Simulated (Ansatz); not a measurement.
**SnSe: relaxed-ion elastic tensor**

Computed with DFT PBE, scalar-relativistic, plane waves, PAW (Ansatz). Cutoff 420 eV, 10×10×10 k-points (Γ-centred), fixed occupations. No spin polarisation.

Equilibrium structure at this level:
```xyz
2
Lattice="0.0000 3.0304 3.0304 3.0304 0.0000 3.0304 3.0304 3.0304 0.0000" Properties=species:S:1:pos:R:3 pbc="T T T"
Sn    0.0000    0.0000    0.0000
Se    3.0304    3.0304    3.0304
```

It was relaxed at this level from a cell as deposited in COD. Spin–orbit coupling is left out, which matters for heavy elements.

(1) Give the relaxed-ion elastic constants (GPa, Voigt order xx yy zz yz xz xy, on the Cartesian axes of the cell above).

(2) Is the crystal stable against homogeneous strain?

(3) And the moduli of a polycrystal (Hill averages)?

Results:

(1)
```
122.5  11.7  11.7   0.0   0.0   0.0
 11.7 122.5  11.7   0.0   0.0   0.0
 11.7  11.7 122.5   0.0   0.0   0.0
  0.0   0.0   0.0  18.5   0.0   0.0
  0.0   0.0   0.0   0.0  18.5   0.0
  0.0   0.0   0.0   0.0   0.0  18.5
```

(2) Yes: the least eigenvalue of the tensor is 18.5 GPa.

(3) B = 49 GPa, G = 29 GPa, E = 73 GPa, ν = 0.25.
